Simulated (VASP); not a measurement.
A run of VASP 6.6.1 is set up as follows.

Contents of INCAR:

```
PREC = Accurate ; ENCUT = 520
EDIFF = 1E-7 ; ISMEAR = 0
SIGMA = 0.02 ; LREAL = F
LASPH = T ; NELM = 100
ALGO = Normal ; ISIF = 2
LWAVE = F ; LCHARG = F
GGA = PE ; NBANDS = 11
```

The input KPOINTS:

```
Automatic mesh
0
Gamma
  8 8 8
```

File POSCAR:

```
BeSe
1.0
    0.0000000000      2.5889059281      2.5889059281
    2.5889059281      0.0000000000      2.5889059281
    2.5889059281      2.5889059281      0.0000000000
Be Se
1 1
Direct
    0.0000000000      0.0000000000      0.0000000000
    0.2500000000      0.2500000000      0.2500000000
```

Potentials or basis: VASP PAW PBE potentials, release 64 (Be, Se).

The run is started by

```console
$ cat potpaw_PBE.64/Be/POTCAR potpaw_PBE.64/Se/POTCAR > POTCAR
$ mpirun -np 1 vasp_std > vasp.out
```

What does it give for the band gap on the k mesh?

2.66 eV, indirect (least direct gap 4.22 eV).

Estimate the pressure.

0.2 GPa.

A k mesh can miss the band edges. As with any semilocal functional, this PBE gap is likely too small.
